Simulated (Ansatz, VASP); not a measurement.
SnH7: VASP beside Ansatz

```
CELL_PARAMETERS angstrom
0.00000 2.94620 2.94620
2.94620 0.00000 2.94620
2.94620 2.94620 0.00000
ATOMIC_POSITIONS crystal
Sn 0.00000 0.00000 0.00000
H 0.50000 0.50000 0.50000
H 0.50000 0.00000 0.00000
H 0.50000 0.00000 0.50000
H 0.00000 0.50000 0.50000
H 0.00000 0.50000 0.00000
H 0.50000 0.50000 0.00000
H 0.00000 0.00000 0.50000
```

Change from the starting cell: species swapped into the CuPt7 type (Fm-3m, No. 225).

Alike in both runs: functional PBE; k mesh 12 × 12 × 12; occupations gaussian, width 0.1 eV; no spin polarisation.

Ansatz relaxed the structure, and its values are those at the end. VASP's run is a single point on that final structure, the one shown.

|  | VASP | Ansatz |
| --- | --- | --- |
| version | VASP 6.6.1 | Ansatz 0.2.0 |
| potentials or method | VASP PAW PBE potentials, release 64 (Sn_d, H) | scalar-relativistic, plane waves, PAW |
| plane-wave cutoff (eV) | 520 | 420 |
| valence electrons in the cell | 21 | 21 |

|  | VASP | Ansatz | Ansatz less VASP |
| --- | --- | --- | --- |
| gap on the k mesh at the Fermi level (eV) | none | none | - |
| pressure (GPa) | -0.3 | 0.0 | +0.26 |

A gap of «none» marks a metal or a gap that the smearing closes.
